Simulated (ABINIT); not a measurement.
Runs of ABINIT 10.8.3 (patched build) on Re. The structure is hexagonal, space group P6_3/mmc (No. 194). Conventional cell: a = 2.761 Å, b = 2.761 Å, c = 4.458 Å, α = 90.00°, β = 90.00°, γ = 120.00°. Re (site symmetry -6m2) has 12 Re at 2.74 to 2.76 Å as nearest neighbours. 

| task | level | potentials or basis | k mesh | cutoff (eV) | fine-grid cutoff | mesh quality | gap on the mesh (eV) | pressure (GPa) | V0 of scaled cells (Å³/atom) | B0 (GPa) |
| --- | --- | --- | --- | --- | --- | --- | --- | --- | --- | --- |
| band structure | PBEsol | PseudoDojo NC SR PBEsol v0.4 stringent | 11 × 11 × 6 | 980 | - | not flagged | none | (a) | - | - |
| band structure | SOGGA | JTH PAW PBE v2.0 | 11 × 11 × 6 | 463 | 925.187 eV | not flagged | none | - | - | - |
| band structure | LDA | PseudoDojo NC SR LDA v0.4 stringent | 11 × 11 × 6 | 980 | - | not flagged | none | -10.9 | - | - |
| single point | PBEsol | JTH PAW PBE v2.0 | 7 × 7 × 4 | 463 | 925.187 eV | coarse | none | - | - | - |
| single point | PBEsol | JTH PAW PBE v2.0 | 14 × 14 × 8 | 463 | 925.187 eV | not flagged | none | - | - | - |
| equation of state | WC | JTH PAW PBE v2.0 | 11 × 11 × 6 | 463 | 925.187 eV | not flagged | - | - | 14.67 | (c) |
| equation of state | RPBE | JTH PAW PBE v2.0 | 11 × 11 × 6 | 463 | 925.187 eV | not flagged | - | - | 15.12 | 353 |
| single point | r2SCAN | JTH PAW PBE v2.0 | 4 × 4 × 2 | 544 | 1088.46 eV | coarse | none | - | - | - |
| band structure | PW91 | JTH PAW PBE v2.0 | 11 × 11 × 6 | 463 | 925.187 eV | not flagged | none | - | - | - |
| equation of state | LDA-PZ | JTH PAW LDA v2.0 | 11 × 11 × 6 | 463 | 925.187 eV | not flagged | - | - | (b) | 400 |
| single point | PBEsol | JTH PAW PBE v2.0 | 4 × 4 × 2 | 463 | 925.187 eV | coarse | none | - | - | - |
| band structure | HCTH407 | JTH PAW PBE v2.0 | 11 × 11 × 6 | 463 | 925.187 eV | not flagged | none | - | - | - |

Alike in all rows: no spin polarisation; cell as given; smearing fermi-dirac 0.05 eV.

**Question.** Estimate the missing entries.

**Answer.** (a) -4.3; (b) 14.35; (c) 383.

Caveats: some runs use coarse meshes; the PAW data sets were made with another functional, which shifts forces and pressure a little (some runs); spin-orbit coupling is left out, which moves the levels of the heavy elements (some runs); pressures at fixed basis lie under the slope of the energies (some runs); the cell was scaled at fixed shape and fractional positions, which overstates the stiffness of a crystal with free parameters, most of all of layers and chains (some runs).

A k mesh can miss the band edges, and the runs leave out spin-orbit coupling on Re.

A gap of «none» marks a metal or a gap under the smearing width.

Runs at the PBE level aren't shown here.
